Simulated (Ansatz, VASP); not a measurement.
Re: VASP beside Ansatz

File INCAR:

```
SYSTEM = Re
PREC = Accurate
ENCUT = 520
EDIFF = 1E-6
ISMEAR = -1
SIGMA = 0.05
LREAL = .False.
LASPH = .True.
NELM = 80
ALGO = Fast
ISIF = 2
LWAVE = .False.
LCHARG = .False.
GGA = PS
NBANDS = 22
```

File KPOINTS:

```
Automatic mesh
0
Gamma
  9 9 3
  0 0 0
```

File POSCAR:

```
Re
1.0
    2.7663873939      0.0553277479      0.0000000000
   -1.3352784617      2.3680978859      0.0000000000
    0.0000000000      0.0000000000      8.9388451600
Re
4
Direct
    0.6666666667      0.3333333333      0.7500000000
    0.0000000000      0.0000000000      0.5000000000
    0.3333333333      0.6666666667      0.2500000000
    0.0000000000      0.0000000000      0.0000000000
```

File input.yaml:

```yaml
crystal:
  lattice:
    - [2.7663873939, 0.0553277479, 0.0]
    - [-1.3352784617, 2.3680978859, 0.0]
    - [0.0, 0.0, 8.93884516]
  atoms:
    - { symbol: Re, position: [0.6666666667, 0.3333333333, 0.75] }
    - { symbol: Re, position: [0.0, 0.0, 0.5] }
    - { symbol: Re, position: [0.3333333333, 0.6666666667, 0.25] }
    - { symbol: Re, position: [0.0, 0.0, 0.0] }
hamiltonian:
  xc: pbesol
  pseudopotentials: { kind: paw }
kpoints:
  mp_grid: { grid: [9, 9, 3] }
  band_path:
    path:
      - [[0.0, 0.0, 0.0], [0.5, 0.0, 0.0], [0.6661329064, -0.3446273242, 0.0], [0.5, -0.5, 0.0], [0.5, -0.5, 0.5], [0.3338670936, -0.6553726758, 0.5], [0.0, -0.5, 0.5], [0.0, -0.5, 0.0], [0.3338670936, -0.6553726758, 0.0]]
      - [[0.6661329064, -0.3446273242, 0.5], [0.5, 0.0, 0.5], [0.0, 0.0, 0.5]]
      - [[0.5, 0.0, 0.0], [0.5, 0.0, 0.5]]
    npoints: 14
scf:
  occupations: { method: fermi_dirac, width: 0.05 }
  n_extra_bands: 10
output:
  forces: true
  stress: true
  eigenvalues: true
  fatbands: false
  write_density: true
  write_potential: true
  elf: true
  volumetric_format: npy
```

Alike in both runs: functional PBEsol; k mesh 9 × 9 × 3; occupations fermi-dirac, width 0.05 eV; no spin polarisation.

|  | VASP | Ansatz |
| --- | --- | --- |
| version | VASP 6.6.1 | Ansatz 0.2.0 |
| potentials or method | VASP PAW PBE potentials, release 64 (Re) | Ansatz PAW |
| plane-wave cutoff (eV) | 520 | 420 |
| valence electrons in the cell | 28 | 60 |
| task | single point | band structure |

Ansatz gave:

```
gap on the k mesh at the Fermi level (eV)       : none
pressure (GPa)                                  : -6.2
largest component of the traceless stress (GPa) : 7.40
rms of the force components (eV/Å)              : 0.038
```

**Question.** Estimate VASP's values.

**Answer.** gap on the k mesh at the Fermi level (eV): none; pressure (GPa): -6.3; largest component of the traceless stress (GPa): 7.32; rms of the force components (eV/Å): 0.037.

Atom by atom the forces differ by 0.001 eV/Å (rms over components). A gap of «none» marks a metal or a gap that the smearing closes. With one functional, cell and mesh, what is left measures potentials, basis and numerics. The two sets of potentials don't hold the same shells in valence.

Caveats: the PAW data sets were made with another functional, which shifts forces and pressure a little (VASP); spin-orbit coupling is left out, which moves the levels of the heavy elements (Ansatz); the PAW data sets come from PBE, with cores solved anew for the run's functional, which leaves a small shift of forces and pressure (Ansatz). The runs have no spin-orbit coupling, so splittings on Re are missing.
